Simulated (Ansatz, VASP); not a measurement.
## Be: VASP beside Ansatz

```xyz
4
Lattice="3.7961 0.0000 0.0000 0.0000 3.7961 0.0000 0.0000 0.0000 2.3113" Properties=species:S:1:pos:R:3 pbc="T T T"
Be    3.0271    0.7691    1.1557
Be    0.7691    3.0271    1.1557
Be    2.6671    2.6671    0.0000
Be    1.1290    1.1290    0.0000
```

This isn't the form of Be at room conditions, which is hcp.

Alike in both runs: task single point; functional PBE; k mesh 7 × 7 × 12; occupations fermi-dirac, width 0.05 eV; no spin polarisation.

|  | VASP | Ansatz |
| --- | --- | --- |
| version | VASP 6.6.1 | Ansatz 0.2.0 |
| potentials or method | VASP PAW PBE potentials, release 64 (Be) | Ansatz PAW |
| plane-wave cutoff (eV) | 520 | 420 |
| valence electrons in the cell | 8 | 8 |

Ansatz gave:

- gap on the k mesh at the Fermi level (eV): none
- pressure (GPa): -4.4
- largest component of the traceless stress (GPa): 1.29
- rms of the force components (eV/Å): 0.015

Task: Which values does VASP return?

Result: gap on the k mesh at the Fermi level (eV): none; pressure (GPa): -4.2; largest component of the traceless stress (GPa): 1.29; rms of the force components (eV/Å): 0.014.

Atom by atom the forces differ by 0.001 eV/Å (rms over components). A gap of «none» marks a metal or a gap that the smearing closes.
